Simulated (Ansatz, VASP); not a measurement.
# B in VASP and in Ansatz

```
B
1.0
     1.63079   -2.56207    0.00062
     1.63079    2.56207    0.00062
    -0.92606    0.00000    1.60820
B
2
Direct
  0.33052 0.66948 0.50000
  0.66948 0.33052 0.50000
```

Change from the starting cell: the structure that the rattled N type (Pnma, No. 62) fell into.

Alike in both runs: functional PBE; k mesh 22 × 22 × 34; occupations gaussian, width 0.1 eV; no spin polarisation.

Ansatz relaxed the structure, and its values are those at the end. VASP's run is a single point on that final structure, the one shown.

```csv
,VASP,Ansatz
version,VASP 6.6.1,Ansatz 0.2.0
potentials or method,"VASP PAW PBE potentials, release 64 (B)","scalar-relativistic, plane waves, PAW"
plane-wave cutoff (eV),520,420
valence electrons in the cell,6,6
```

```csv
,VASP,Ansatz,Ansatz less VASP
gap on the k mesh at the Fermi level (eV),none,none,-
pressure (GPa),0.0,0.0,0.00
```

A gap of «none» marks a metal or a gap that the smearing closes. The functional is the same, so the differences come from potentials, cutoffs and numerics.
